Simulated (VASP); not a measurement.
# ZnGa2O4 (Fd-3m) in VASP: settings compared, part 2 of 2

VASP 6.6.1. The steps go on from the part before.

### Step 3. Relaxation of cell and atoms, PBE

This run uses another cell than the first one, of 10.82 Å³/atom, 1.044 times its volume.

INCAR

```
SYSTEM = ZnGa2O4
ALGO = Normal
EDIFF = 1E-7
EDIFFG = -0.005
ENCUT = 600
GGA = PE
IBRION = 2
ISIF = 3
ISMEAR = 0
KPAR = 4
LASPH = .True.
LCHARG = .False.
LREAL = .False.
LWAVE = .False.
NELM = 80
NSW = 90
PREC = Accurate
SIGMA = 0.03
```

KPOINTS

```
k-points
0
Gamma
  6 6 6
  0 0 0
```

POSCAR

```
ZnGa2O4                                 
1.0
   -0.0000000000      4.2309093140      4.2309093140
    4.2309093140     -0.0000000000      4.2309093140
    4.2309093140      4.2309093140      0.0000000000
  Zn              Ga              O             
     2     4     8
Direct
     0.5000000000000000    0.5000000000000000    0.5000000000000000
     0.7500000000000000    0.7500000000000000    0.7500000000000000
     0.1250000000000000    0.1250000000000000    0.6250000000000000
     0.1250000000000000    0.6250000000000000    0.1250000000000000
     0.6250000000000000    0.1250000000000000    0.1250000000000000
     0.1250000000000000    0.1250000000000000    0.1250000000000000
     0.8866186743719499    0.3401439768841505    0.8866186743719499
     0.3633813256280502    0.3633813256280502    0.9098560231158496
     0.3633813256280502    0.3633813256280502    0.3633813256280502
     0.9098560231158496    0.3633813256280502    0.3633813256280502
     0.8866186743719499    0.8866186743719499    0.8866186743719499
     0.3401439768841505    0.8866186743719499    0.8866186743719499
     0.3633813256280502    0.9098560231158496    0.3633813256280501
     0.8866186743719499    0.8866186743719499    0.3401439768841505
```

Potentials or basis: VASP PAW PBE potentials, release 64 (Zn, Ga_d, O).

Launch:

```console
$ cat potpaw_PBE.64/Zn/POTCAR potpaw_PBE.64/Ga_d/POTCAR potpaw_PBE.64/O/POTCAR > POTCAR
$ mpirun -np 4 vasp_std > vasp.out
```

Wall time 2.3 min (4 MPI ranks of Intel Xeon Platinum 8559C (Emerald Rapids), shared host); peak memory 0.44 GiB.

Results (log left out):

| Property | Result |
| --- | --- |
| Free energy | -78.1971 eV |
| Relaxed volume | 10.81 Å³/atom |
| Relaxed cell | a = 5.982 Å, b = 5.982 Å, c = 5.982 Å, α = 60.00°, β = 60.00°, γ = 60.00° |
| Space group after relaxing (to 0.05 Å) | Fd-3m (No. 227) |
| Energy gained by relaxing | 0.0 meV/atom |
| Ionic steps | 3 |
| Pressure after relaxing | 0.0 GPa |
| Largest force after relaxing | 0.004 eV/Å |
| Band gap on the k mesh | 2.30 eV, indirect (least direct gap 2.47 eV) |

Forces in eV/Å, atoms in the order of the input:
```
Zn   0.000  0.000  0.000
Zn   0.000  0.000  0.000
Ga   0.000  0.000  0.000
Ga   0.000  0.000  0.000
Ga   0.000  0.000  0.000
Ga   0.000  0.000  0.000
O    0.003 -0.003  0.003
O   -0.003 -0.003  0.003
O    0.003  0.003  0.003
O    0.003 -0.003 -0.003
O   -0.003 -0.003 -0.003
O   -0.003  0.003  0.003
O   -0.003  0.003 -0.003
O    0.003  0.003 -0.003
```

Final structure:
```
CELL_PARAMETERS angstrom
0.00000 4.22996 4.22996
4.22996 0.00000 4.22996
4.22996 4.22996 0.00000
ATOMIC_POSITIONS crystal
Zn 0.50000 0.50000 0.50000
Zn 0.75000 0.75000 0.75000
Ga 0.12500 0.12500 0.62500
Ga 0.12500 0.62500 0.12500
Ga 0.62500 0.12500 0.12500
Ga 0.12500 0.12500 0.12500
O 0.88661 0.34018 0.88661
O 0.36339 0.36339 0.90982
O 0.36339 0.36339 0.36339
O 0.90982 0.36339 0.36339
O 0.88661 0.88661 0.88661
O 0.34018 0.88661 0.88661
O 0.36339 0.90982 0.36339
O 0.88661 0.88661 0.34018
```

Levels at points of the mesh, in eV from the valence-band top:
```csv
k point,band 58,band 59,band 60,band 61,band 62,band 63,band 64,band 65,band 66,band 67
"(0.00, 0.00, 0.00)",-0.24,-0.24,-0.17,-0.17,-0.17,2.30,5.87,5.87,5.87,6.18
"(0.50, 0.00, 0.00)",-0.55,-0.25,-0.25,-0.05,-0.05,5.06,5.34,6.95,7.22,7.22
"(0.50, 0.50, 0.00)",-0.71,-0.26,-0.26,-0.19,-0.19,5.82,5.82,7.45,7.45,7.56
```

A k mesh can miss the band edges.

### Step 4. Relaxation of cell and atoms, PBEsol

INCAR

```
  ALGO = Normal
  EDIFF = 1E-6
  EDIFFG = -0.01
  ENCUT = 600
  GGA = PS
  IBRION = 2
  ISIF = 3
  ISMEAR = 0
  KPAR = 4
  LASPH = True
  LCHARG = False
  LREAL = False
  LWAVE = False
  NELM = 80
  NSW = 90
  PREC = Accurate
  SIGMA = 0.03
```

KPOINTS

```
k-points
0
Gamma
  6 6 6
```

POSCAR

```
ZnGa2O4
1.0
    0.0000000000      4.1711888808      4.1711888808
    4.1711888808      0.0000000000      4.1711888808
    4.1711888808      4.1711888808      0.0000000000
Zn Ga O
2 4 8
Direct
    0.5000000000      0.5000000000      0.5000000000
    0.7500000000      0.7500000000      0.7500000000
    0.1250000000      0.1250000000      0.6250000000
    0.1250000000      0.6250000000      0.1250000000
    0.6250000000      0.1250000000      0.1250000000
    0.1250000000      0.1250000000      0.1250000000
    0.8865055100      0.3404834700      0.8865055100
    0.3634944900      0.3634944900      0.9095165300
    0.3634944900      0.3634944900      0.3634944900
    0.9095165300      0.3634944900      0.3634944900
    0.8865055100      0.8865055100      0.8865055100
    0.3404834700      0.8865055100      0.8865055100
    0.3634944900      0.9095165300      0.3634944900
    0.8865055100      0.8865055100      0.3404834700
```

Launch:

```console
$ cat potpaw_PBE.64/Zn/POTCAR potpaw_PBE.64/Ga_d/POTCAR potpaw_PBE.64/O/POTCAR > POTCAR
$ mpirun -np 4 vasp_std > vasp.out
```

Run time: 4 min. Hardware: 4 MPI ranks of Intel Xeon Platinum 8175M at 2.50GHz (Skylake/Cascade Lake), shared host; peak memory 0.45 GiB.

Results (log left out):

* Free energy: -84.1334 eV
* Relaxed volume: 10.39 Å³/atom
* Relaxed cell: a = 5.904 Å, b = 5.904 Å, c = 5.904 Å, α = 60.00°, β = 60.00°, γ = 60.00°
* Space group after relaxing (to 0.05 Å): Fd-3m (No. 227)
* Energy gained by relaxing: 0.1 meV/atom
* Ionic steps: 3
* Pressure after relaxing: 0.0 GPa
* Largest force after relaxing: 0.006 eV/Å
* Band gap on the k mesh: 2.49 eV, indirect (least direct gap 2.67 eV)

Forces on the atoms (eV/Å):
```
Zn   0.000  0.000  0.000
Zn   0.000  0.000  0.000
Ga   0.000  0.000  0.000
Ga   0.000  0.000  0.000
Ga   0.000  0.000  0.000
Ga   0.000  0.000  0.000
O    0.003 -0.003  0.003
O   -0.003 -0.003  0.003
O    0.003  0.003  0.003
O    0.003 -0.003 -0.003
O   -0.003 -0.003 -0.003
O   -0.003  0.003  0.003
O   -0.003  0.003 -0.003
O    0.003  0.003 -0.003
```

The path:
```tsv
step	energy change (eV)	largest force (eV/Å)	pressure (GPa)	volume (Å³)
1	0.0000	0.0633	0.49	145.15
2	-0.0002	0.0442	-0.56	145.82
3	-0.0010	0.0057	-0.03	145.51
```

Final structure:
```yaml
crystal:
  lattice:
    - [0.00000, 4.17469, 4.17469]
    - [4.17469, 0.00000, 4.17469]
    - [4.17469, 4.17469, 0.00000]
  atoms:
    - { symbol: Zn, position: [0.50000, 0.50000, 0.50000] }
    - { symbol: Zn, position: [0.75000, 0.75000, 0.75000] }
    - { symbol: Ga, position: [0.12500, 0.12500, 0.62500] }
    - { symbol: Ga, position: [0.12500, 0.62500, 0.12500] }
    - { symbol: Ga, position: [0.62500, 0.12500, 0.12500] }
    - { symbol: Ga, position: [0.12500, 0.12500, 0.12500] }
    - { symbol: O, position: [0.88639, 0.34083, 0.88639] }
    - { symbol: O, position: [0.36361, 0.36361, 0.90917] }
    - { symbol: O, position: [0.36361, 0.36361, 0.36361] }
    - { symbol: O, position: [0.90917, 0.36361, 0.36361] }
    - { symbol: O, position: [0.88639, 0.88639, 0.88639] }
    - { symbol: O, position: [0.34083, 0.88639, 0.88639] }
    - { symbol: O, position: [0.36361, 0.90917, 0.36361] }
    - { symbol: O, position: [0.88639, 0.88639, 0.34083] }
```

Levels at points of the mesh, in eV from the valence-band top:
```
           k point  band 58  band 59  band 60  band 61  band 62  band 63  band 64  band 65  band 66  band 67
(0.00, 0.00, 0.00)    -0.26    -0.26    -0.18    -0.18    -0.18     2.49     5.97     5.97     5.97     6.40
(0.50, 0.00, 0.00)    -0.62    -0.27    -0.27    -0.05    -0.05     5.28     5.51     7.12     7.50     7.50
(0.50, 0.50, 0.00)    -0.74    -0.28    -0.28    -0.21    -0.21     6.05     6.05     7.74     7.74     7.87
```

Caveat: the PAW data sets were made with another functional, which shifts forces and pressure a little. A k mesh can miss the band edges.

### Step 5. Relaxation of cell and atoms, PBEsol

This run uses another cell than the first one, of 10.39 Å³/atom, 1.003 times its volume.

Changes to INCAR since step 4:

```diff
@@ -1,4 +1,4 @@
   ALGO = Normal
-  EDIFF = 1E-6
-  EDIFFG = -0.01
+  EDIFF = 1E-7
+  EDIFFG = -0.005
   ENCUT = 600
```

KPOINTS is that of step 4.

POSCAR

```
ZnGa2O4                                 
1.0
    0.0000000000      4.1746942910      4.1746942910
    4.1746942910      0.0000000000      4.1746942910
    4.1746942910      4.1746942910      0.0000000000
  Zn              Ga              O             
     2     4     8
Direct
     0.5000000000000000    0.5000000000000000    0.5000000000000000
     0.7500000000000000    0.7500000000000000    0.7500000000000000
     0.1250000000000000    0.1250000000000000    0.6250000000000000
     0.1250000000000000    0.6250000000000000    0.1250000000000000
     0.6250000000000000    0.1250000000000000    0.1250000000000000
     0.1250000000000000    0.1250000000000000    0.1250000000000000
     0.8863900171037319    0.3408299486888042    0.8863900171037319
     0.3636099828962681    0.3636099828962681    0.9091700513111958
     0.3636099828962681    0.3636099828962681    0.3636099828962681
     0.9091700513111958    0.3636099828962681    0.3636099828962681
     0.8863900171037319    0.8863900171037319    0.8863900171037319
     0.3408299486888042    0.8863900171037319    0.8863900171037319
     0.3636099828962681    0.9091700513111958    0.3636099828962681
     0.8863900171037319    0.8863900171037319    0.3408299486888042
```

Launch:

```console
$ cat potpaw_PBE.64/Zn/POTCAR potpaw_PBE.64/Ga_d/POTCAR potpaw_PBE.64/O/POTCAR > POTCAR
$ mpirun -np 4 vasp_std > vasp.out
```

Wall time 2.4 min (4 MPI ranks of Intel Xeon Platinum 8175M at 2.50GHz (Skylake/Cascade Lake), shared host); peak memory 0.42 GiB.

The run converged. Its results:

```
Free energy                  : -84.1344 eV
Pressure after relaxing      : 0.0 GPa
Largest force after relaxing : 0.005 eV/Å
Band gap on the k mesh       : 2.49 eV, indirect (least direct gap 2.67 eV)
```

Forces in eV/Å, atoms in the order of the input:
```
Zn   0.000  0.000  0.000
Zn   0.000  0.000  0.000
Ga   0.000  0.000  0.000
Ga   0.000  0.000  0.000
Ga   0.000  0.000  0.000
Ga   0.000  0.000  0.000
O    0.003 -0.003  0.003
O   -0.003 -0.003  0.003
O    0.003  0.003  0.003
O    0.003 -0.003 -0.003
O   -0.003 -0.003 -0.003
O   -0.003  0.003  0.003
O   -0.003  0.003 -0.003
O    0.003  0.003 -0.003
```

Final structure:
```xyz
14
Lattice="0.0000 4.1747 4.1747 4.1747 0.0000 4.1747 4.1747 4.1747 0.0000" Properties=species:S:1:pos:R:3 pbc="T T T"
Zn    4.1747    4.1747    4.1747
Zn    6.2620    6.2620    6.2620
Ga    3.1310    3.1310    1.0437
Ga    3.1310    1.0437    3.1310
Ga    1.0437    3.1310    3.1310
Ga    1.0437    1.0437    1.0437
O     5.1233    7.4008    5.1233
O     5.3135    5.3135    3.0359
O     3.0359    3.0359    3.0359
O     3.0359    5.3135    5.3135
O     7.4008    7.4008    7.4008
O     7.4008    5.1233    5.1233
O     5.3135    3.0359    5.3135
O     5.1233    5.1233    7.4008
```

Levels at points of the mesh, in eV from the valence-band top:
```
           k point  band 59  band 60  band 61  band 62  band 63  band 64  band 65  band 66
(0.00, 0.00, 0.00)    -0.26    -0.18    -0.18    -0.18     2.49     5.97     5.97     5.97
(0.50, 0.00, 0.00)    -0.27    -0.27    -0.05    -0.05     5.28     5.51     7.12     7.50
(0.50, 0.50, 0.00)    -0.28    -0.28    -0.21    -0.21     6.05     6.05     7.74     7.74
```

Caveat: the relaxation stopped at its first step, so nothing moved; the PAW data sets were made with another functional, which shifts forces and pressure a little. A k mesh can miss the band edges.
